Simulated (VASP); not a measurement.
## HfO2 under changes of volume

One of the cells (11.175 Å³/atom); the others are scaled copies at fixed shape and fractional positions:

```
CELL_PARAMETERS angstrom
5.25403 0.00000 0.00000
0.00000 5.03791 0.00000
0.00000 0.00000 5.06602
ATOMIC_POSITIONS crystal
Hf 0.96699 0.73252 0.74144
Hf 0.53301 0.73252 0.24144
Hf 0.46699 0.26748 0.74144
Hf 0.03301 0.26748 0.24144
O 0.63213 0.92865 0.87927
O 0.86787 0.92865 0.37927
O 0.23395 0.53988 0.49229
O 0.26605 0.53988 0.99229
O 0.76605 0.46012 0.99229
O 0.73395 0.46012 0.49229
O 0.13213 0.07135 0.87927
O 0.36787 0.07135 0.37927
```

Measurements of this composition are mostly on another form, of space group No. 14.

- Program: VASP 6.6.1
- Functional: PBE
- Potentials or basis: VASP PAW PBE potentials, release 64 (Hf_pv, O)
- Cutoff: 520 eV
- k mesh: 5 × 6 × 5
- Occupations: fermi-dirac, width 0.05 eV
- Spin: no spin polarisation

```csv
volume (Å³/atom),energy over the lowest point (meV/atom),pressure (GPa),gap on the mesh (eV),largest force (eV/Å)
10.298,69.90,25.6,4.65,0.323
10.517,39.43,18.5,4.58,0.230
10.736,?,?,?,?
11.175,0.00,1.1,4.37,0.049
11.394,1.43,-3.6,4.30,0.114
11.613,8.99,-7.8,4.23,0.180
```

Problem. What does the run at 10.736 Å³/atom give?

Solution. Energy over the lowest point 18.22 meV/atom; pressure 12.1 GPa; gap on the mesh 4.51 eV; largest force 0.145 eV/Å.

Worked out: A Birch-Murnaghan fit of order 3 (a polynomial in V^(-2/3)) to the other rows has its minimum at 11.24 Å³/atom with B0 = V·E''(V) = 247 GPa and B' = 4.3 at fixed shape and positions, which overstates the stiffness. It gives 18.23 meV/atom at 10.736 Å³/atom, against the run's 18.22, and -dE/dV = 12.4 GPa, against 12.1. A straight line through the other rows of the gap, of slope -3.49 eV per unit of ln V, gives 4.51 eV, against the run's 4.51.

Energies are extrapolated to zero smearing.

Caveats: spin-orbit coupling is left out, which moves the levels of the heavy elements; an odd mesh through Γ misses points on the zone boundary, where band edges often lie.
